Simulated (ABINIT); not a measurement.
# In (Im-3m) in ABINIT: settings compared

One crystal, In, is run at these levels: BLYP, AM05, r2SCAN, SCAN, revPBE; tasks: single point.

Everything below comes from runs of ABINIT 10.8.3 (patched build). Logs are shortened: lines on timing, memory, paths and dates and some standing lists are left out, and cuts for length are marked. The log counts tension as positive stress, the text compression.

## (1) The crystal as given

It takes space group Im-3m (No. 229, cubic). Conventional cell: a = 3.765 Å, b = 3.765 Å, c = 3.765 Å, α = 90.00°, β = 90.00°, γ = 90.00°. In (site symmetry m-3m) is surrounded by 8 In at 3.26 Å.

This isn't the form of In at room conditions, which is tetragonal.

## (2) Single point, BLYP

Contents of run.abi:

```
# Pseudopotentials
pp_dirpath "./"
pseudos "In.GGA_PBE-JTH.xml"

# Structure
acell 6.1616964885 6.1616964885 6.1616964885
rprim
    -0.5773502692     0.5773502692     0.5773502692
     0.5773502692    -0.5773502692     0.5773502692
     0.5773502692     0.5773502692    -0.5773502692
ntypat 1
znucl 49
natom 1
typat 1
xred
     0.0000000000     0.0000000000     0.0000000000

# Plane-wave basis
ecut 26.0
pawecutdg 48.0
pawxcdev 0

# k points
kptopt 1
ngkpt 10 10 10
nshiftk 1
shiftk 0.0 0.0 0.0

# Exchange and correlation
ixc -106131

# Bands and occupations
nband 11
occopt 3
tsmear 0.00183747

# SCF cycle
nstep 100
tolvrs 1.0e-9

# Output
iomode 3
prtwf 0
prteig 0
prtebands 0
prtden 1
prtvha 1
prtvclmb 1
prtpot 1
```

Potentials or basis: JTH PAW PBE v2.0.

On the command line:

```sh
$ abinit run.abi > log 2>&1
```

run.abo:

```text
.Version 10.8.3 of ABINIT
 Symmetries : space group Im -3 m (#229); Bravais cI (body-center cubic)
================================================================================
 Values of the parameters that define the memory need of the present run
     intxc =       0    ionmov =       0      iscf =      17    lmnmax =      18
     lnmax =       6     mgfft =      30  mpssoang =       3    mqgrid =    3001
     natom =       1  nloc_mem =       2    nspden =       1   nspinor =       1
    nsppol =       1      nsym =      48    n1xccc =       1    ntypat =       1
    occopt =       3   xclevel =       2
       mpw =        1153          nfft =       27000          nkpt =          47
 PAW method is used; the additional fine FFT grid is defined by:
   mgfftf=        40    nfftf =     64000
================================================================================
================================================================================

--------------------------------------------------------------------------------
------------- Echo of variables that govern the present computation ------------
--------------------------------------------------------------------------------
 -outvars: echo values of preprocessed input variables --------
            acell      6.1616964885E+00  6.1616964885E+00  6.1616964885E+00 Bohr
              amu      1.14820000E+02
             ecut      2.60000000E+01 Hartree
              ixc     -106131
         kptrlatt       10    0    0      0   10    0      0    0   10
          kptrlen      6.16169649E+01
            natom           1
            nband          11
            ngfft          30      30      30
          ngfftdg          40      40      40
             nkpt          47
            nstep         100
             nsym          48
           ntypat           1
           occopt           3
        pawecutdg      4.80000000E+01 Hartree
         pawxcdev           0
        prtebands           0
           prteig           0
           prtpot           1
         prtvclmb           1
           prtvha           1
            prtwf           0
            rprim     -5.7735026920E-01  5.7735026920E-01  5.7735026920E-01
                       5.7735026920E-01 -5.7735026920E-01  5.7735026920E-01
                       5.7735026920E-01  5.7735026920E-01 -5.7735026920E-01
          spgroup         229
           tolvrs      1.00000000E-09
           tsmear      1.83747000E-03 Hartree
            typat      1
           useylm           1
            znucl       49.00000

================================================================================

 chkinp: Checking input parameters for consistency.

================================================================================
== DATASET  1 ==================================================================

--- !DatasetInfo
iteration_state: {dtset: 1, }
[... 89 lines left out ...]
 Atom  Sphere_radius  Integrated_density
    1        2.50645         11.15921135

================================================================================

 ----iterations are completed or convergence reached----

 Mean square residual over all n,k,spin=   51.556E-08; max=  88.602E-06
 reduced coordinates (array xred) for    1 atoms
       0.000000000000      0.000000000000      0.000000000000
 rms dE/dt=  0.0000E+00; max dE/dt=  0.0000E+00; dE/dt below (all hartree)
    1       0.000000000000      0.000000000000      0.000000000000

 cartesian coordinates (angstrom) at end:
    1      0.00000000000000     0.00000000000000     0.00000000000000

 cartesian forces (hartree/bohr) at end:
    1     -0.00000000000000    -0.00000000000000    -0.00000000000000
 frms,max,avg= 0.0000000E+00 0.0000000E+00   0.000E+00  0.000E+00  0.000E+00 h/b

 cartesian forces (eV/Angstrom) at end:
    1     -0.00000000000000    -0.00000000000000    -0.00000000000000
 frms,max,avg= 0.0000000E+00 0.0000000E+00   0.000E+00  0.000E+00  0.000E+00 e/A
 length scales=  6.161696488500  6.161696488500  6.161696488500 bohr
              =  3.260629360003  3.260629360003  3.260629360003 angstroms
 Fermi (or HOMO) energy (hartree) =   0.22273   Average Vxc (hartree)=  -0.35173
 Eigenvalues (hartree) for nkpt=  47  k points:
 kpt#   1, nband= 11, wtk=  0.00100, kpt=  0.0000  0.0000  0.0000 (reduced coord)
  -0.31607   -0.31607   -0.31607   -0.30631   -0.30631   -0.12065    0.61329    0.61329
   0.61329    0.71625    0.71625
      occupation numbers for kpt#   1
   2.00000    2.00000    2.00000    2.00000    2.00000    2.00000    0.00000    0.00000
   0.00000    0.00000    0.00000
 prteigrs : prtvol=0 or 1, do not print more k-points.

--- !EnergyTerms
iteration_state     : {dtset: 1, }
comment             : Components of total free energy in Hartree
kinetic             :  1.39809395591808E+01
hartree             :  1.91773084868355E+01
xc                  : -7.47803597013139E+00
Ewald energy        : -4.32212132936935E+01
psp_core            :  1.85142112799553E+00
local_psp           : -5.33669226509596E+01
PAW spherical_terms :  1.11184117719916E+01
internal            : -5.79380909687810E+01
'-kT*entropy'       : -1.60834860684346E-04
total_energy        : -5.79382518036417E+01
total_energy_eV     : -1.57658014824580E+03
...

--- !EnergyTermsDC
iteration_state     : {dtset: 1, }
comment             : '"Double-counting" decomposition of free energy'
band_energy         : -2.85138268430208E+00
Ewald energy        : -4.32212132936935E+01
psp_core            :  1.85142112799553E+00
xc_dc               : -2.20190571986639E+01
PAW spherical_terms :  8.30214086228809E+00
internal            : -5.79380911863759E+01
'-kT*entropy'       : -1.60834860684346E-04
total_energy_dc     : -5.79382520212365E+01
total_energy_dc_eV  : -1.57658015416686E+03
...

--- !EnergyTermsWithPAWCore
iteration_state     : {dtset: 1, }
comment             : 'Components of total free energy, including PAW core contributions'
Total energy        : -5.88230283364780E+03
Total energy DC     : -5.88230283386539E+03
Total energy (eV)   : -1.60065614422219E+05
Total energy DC (eV): -1.60065614428140E+05
...

 Cartesian components of stress tensor (hartree/bohr^3)
  sigma(1 1)= -1.71601838E-04  sigma(3 2)=  0.00000000E+00
  sigma(2 2)= -1.71601838E-04  sigma(3 1)=  0.00000000E+00
  sigma(3 3)= -1.71601838E-04  sigma(2 1)=  0.00000000E+00

-Cartesian components of stress tensor (GPa)         [Pressure=  5.0487E+00 GPa]
- sigma(1 1)= -5.04870038E+00  sigma(3 2)=  0.00000000E+00
- sigma(2 2)= -5.04870038E+00  sigma(3 1)=  0.00000000E+00
- sigma(3 3)= -5.04870038E+00  sigma(2 1)=  0.00000000E+00

== END DATASET(S) ==============================================================
================================================================================

 -outvars: echo values of variables after computation  --------
            acell      6.1616964885E+00  6.1616964885E+00  6.1616964885E+00 Bohr
           etotal     -5.7938252021E+01
            fcart     -0.0000000000E+00 -0.0000000000E+00 -0.0000000000E+00
            rprim     -5.7735026920E-01  5.7735026920E-01  5.7735026920E-01
                       5.7735026920E-01 -5.7735026920E-01  5.7735026920E-01
                       5.7735026920E-01  5.7735026920E-01 -5.7735026920E-01
           strten     -1.7160183804E-04 -1.7160183804E-04 -1.7160183804E-04
                       0.0000000000E+00  0.0000000000E+00  0.0000000000E+00
 Calculation completed.
```

It took 12 s on 1 thread of Intel Xeon 6975P-C (Granite Rapids), shared host; peak memory 0.11 GiB.

Results:

```yaml
Free_energy: -1576.5802 eV
Pressure: 5.0 GPa
Band_gap_on_the_k_mesh: none (metal or under the smearing width)
Valence_electrons_inside_the_program's_atomic_spheres: In 11.16 (radii [1.3264] Å)
```

Caveat: the PAW data sets were made with another functional, which shifts forces and pressure a little.

## (3) Single point, AM05

run.abi, as its differences from that of step 2:

```diff
@@ -29,3 +29,3 @@
 # Exchange and correlation
-ixc -106131
+ixc -120135
```

Potentials or basis: JTH PAW PBE v2.0.

On the command line:

```sh
$ abinit run.abi > log 2>&1
```

Run time: 13 s. Hardware: 1 thread of Intel Xeon 6975P-C (Granite Rapids), shared host; peak memory 0.11 GiB.

Results (log left out):

| Quantity | Value |
| --- | --- |
| Free energy | -1579.2432 eV |
| Pressure | -1.8 GPa |
| Band gap on the k mesh | none (metal or under the smearing width) |
| Valence electrons inside the program's atomic spheres | In 11.11 (radii [1.3264] Å) |

Levels at points of the mesh, in eV from the Fermi level:
| k point | band 2 | band 3 | band 4 | band 5 | band 6 | band 7 | band 8 | band 9 | band 10 | band 11 |
| --- | --- | --- | --- | --- | --- | --- | --- | --- | --- | --- |
| (0.00, 0.00, 0.00) | -14.54 | -14.54 | -14.27 | -14.27 | -9.35 | 10.98 | 10.98 | 10.98 | 13.05 | 13.05 |
| (0.50, 0.00, 0.00) | -14.57 | -14.29 | -14.27 | -14.11 | -3.85 | -3.06 | 5.92 | 7.32 | 10.06 | 10.08 |
| (0.50, 0.50, 0.50) | -14.64 | -14.15 | -14.15 | -14.15 | 0.95 | 1.34 | 1.34 | 1.34 | 5.29 | 5.29 |

Caveat: the PAW data sets were made with another functional, which shifts forces and pressure a little.

## (4) Single point, r2SCAN

run.abi, as its differences from that of step 3:

```diff
@@ -20,3 +20,2 @@
 pawecutdg 48.0
-pawxcdev 0
 
@@ -29,3 +28,5 @@
 # Exchange and correlation
-ixc -120135
+ixc -497498
+usekden 1
+pawxcdev 0
 
@@ -38,3 +39,3 @@
 nstep 100
-tolvrs 1.0e-9
+tolvrs 1.0e-7
```

On the command line:

```sh
$ abinit run.abi > log 2>&1
```

Run time: 48 s. Hardware: 1 thread of Intel Xeon 6975P-C (Granite Rapids), shared host; peak memory 0.12 GiB.

It converged, with:

```
Free energy                                           : -1060.3916 eV
Pressure                                              : -0.5 GPa
Band gap on the k mesh                                : none (metal or under the smearing width)
Valence electrons inside the program's atomic spheres : In 11.10 (radii [1.3264] Å)
```

Levels at points of the mesh, in eV from the Fermi level:
```tsv
k point	band 2	band 3	band 4	band 5	band 6	band 7	band 8	band 9	band 10	band 11
(0.00, 0.00, 0.00)	-15.19	-15.19	-14.91	-14.91	-9.83	11.56	11.56	11.56	13.84	13.84
(0.50, 0.00, 0.00)	-15.23	-14.93	-14.92	-14.74	-3.99	-3.26	6.16	7.79	10.52	10.71
(0.50, 0.50, 0.50)	-15.30	-14.78	-14.78	-14.78	1.22	1.32	1.32	1.32	5.64	5.64
```

Caveat: totals of a meta-GGA on PAW files have another zero than those of a GGA; the PAW data sets were made with another functional, which shifts forces and pressure a little.

## (5) Single point, SCAN

run.abi, as its differences from that of step 4:

```diff
@@ -28,3 +28,3 @@
 # Exchange and correlation
-ixc -497498
+ixc -263267
 usekden 1
```

On the command line:

```sh
$ abinit run.abi > log 2>&1
```

It took 43 s on 1 thread of Intel Xeon 6975P-C (Granite Rapids), shared host; peak memory 0.12 GiB.

The run converged. Its results:

| Property | Result |
| --- | --- |
| Free energy | -1077.0626 eV |
| Pressure | -0.5 GPa |
| Band gap on the k mesh | none (metal or under the smearing width) |
| Valence electrons inside the program's atomic spheres | In 11.12 (radii [1.3264] Å) |

Levels at points of the mesh, in eV from the Fermi level:
```
           k point  band 2  band 3  band 4  band 5  band 6  band 7  band 8  band 9  band 10  band 11
(0.00, 0.00, 0.00)  -15.03  -15.03  -14.74  -14.74   -9.88   11.46   11.46   11.46    14.07    14.07
(0.50, 0.00, 0.00)  -15.07  -14.76  -14.74  -14.56   -4.06   -3.22    6.09    7.85    10.67    10.87
(0.50, 0.50, 0.50)  -15.13  -14.60  -14.60  -14.60    1.09    1.28    1.28    1.28     5.87     5.87
```

Caveat: totals of a meta-GGA on PAW files have another zero than those of a GGA; the PAW data sets were made with another functional, which shifts forces and pressure a little.

## (6) Single point, revPBE

run.abi, as its differences from that of step 5:

```diff
@@ -20,2 +20,3 @@
 pawecutdg 48.0
+pawxcdev 0
 
@@ -28,5 +29,3 @@
 # Exchange and correlation
-ixc -263267
-usekden 1
-pawxcdev 0
+ixc 14
 
@@ -39,3 +38,3 @@
 nstep 100
-tolvrs 1.0e-7
+tolvrs 1.0e-9
```

Potentials or basis: JTH PAW PBE v2.0.

On the command line:

```sh
$ abinit run.abi > log 2>&1
```

run.abo:

```text
.Version 10.8.3 of ABINIT
 Symmetries : space group Im -3 m (#229); Bravais cI (body-center cubic)
================================================================================
 Values of the parameters that define the memory need of the present run
     intxc =       0    ionmov =       0      iscf =      17    lmnmax =      18
     lnmax =       6     mgfft =      30  mpssoang =       3    mqgrid =    3001
     natom =       1  nloc_mem =       2    nspden =       1   nspinor =       1
    nsppol =       1      nsym =      48    n1xccc =       1    ntypat =       1
    occopt =       3   xclevel =       2
       mpw =        1153          nfft =       27000          nkpt =          47
 PAW method is used; the additional fine FFT grid is defined by:
   mgfftf=        40    nfftf =     64000
================================================================================
================================================================================

--------------------------------------------------------------------------------
------------- Echo of variables that govern the present computation ------------
[... 213 lines left out ...]
  sigma(2 2)= -7.19925161E-05  sigma(3 1)=  0.00000000E+00
  sigma(3 3)= -7.19925161E-05  sigma(2 1)=  0.00000000E+00

-Cartesian components of stress tensor (GPa)         [Pressure=  2.1181E+00 GPa]
- sigma(1 1)= -2.11809295E+00  sigma(3 2)=  0.00000000E+00
- sigma(2 2)= -2.11809295E+00  sigma(3 1)=  0.00000000E+00
- sigma(3 3)= -2.11809295E+00  sigma(2 1)=  0.00000000E+00

== END DATASET(S) ==============================================================
================================================================================

 -outvars: echo values of variables after computation  --------
            acell      6.1616964885E+00  6.1616964885E+00  6.1616964885E+00 Bohr
           etotal     -5.8000624338E+01
            fcart     -0.0000000000E+00 -0.0000000000E+00 -0.0000000000E+00
            rprim     -5.7735026920E-01  5.7735026920E-01  5.7735026920E-01
                       5.7735026920E-01 -5.7735026920E-01  5.7735026920E-01
                       5.7735026920E-01  5.7735026920E-01 -5.7735026920E-01
           strten     -7.1992516146E-05 -7.1992516146E-05 -7.1992516146E-05
                       0.0000000000E+00  0.0000000000E+00  0.0000000000E+00
 Calculation completed.
```

Wall time 12 s (1 thread of Intel Xeon 6975P-C (Granite Rapids), shared host); peak memory 0.11 GiB.

Results:

| Property | Result |
| --- | --- |
| Free energy | -1578.2774 eV |
| Pressure | 2.1 GPa |
| Band gap on the k mesh | none (metal or under the smearing width) |
| Valence electrons inside the program's atomic spheres | In 11.11 (radii [1.3264] Å) |

Caveat: the PAW data sets were made with another functional, which shifts forces and pressure a little.

## (7) The runs side by side

| level | gap on the mesh (eV) | pressure (GPa) |
| --- | --- | --- |
| BLYP | none | 5.0 |
| AM05 | none | -1.8 |
| r2SCAN | none | -0.5 |
| SCAN | none | -0.5 |
| revPBE | none | 2.1 |

Alike in all rows: task single point; potentials or basis JTH PAW PBE v2.0; no spin polarisation; cell as given; k mesh 10 × 10 × 10; cutoff (eV) 707; smearing fermi-dirac 0.05 eV.

Every run on the cell as given and a fine mesh finds a metal. The pressure there spans -1.8 GPa (AM05) to 5.0 GPa (BLYP); a positive pressure means that this level wants a larger cell, a negative one a smaller.

Caveats: the PAW data sets were made with another functional, which shifts forces and pressure a little; totals of a meta-GGA on PAW files have another zero than those of a GGA (some runs).

Total energies depend on the potentials used, so only differences within one code and one set of settings carry meaning.
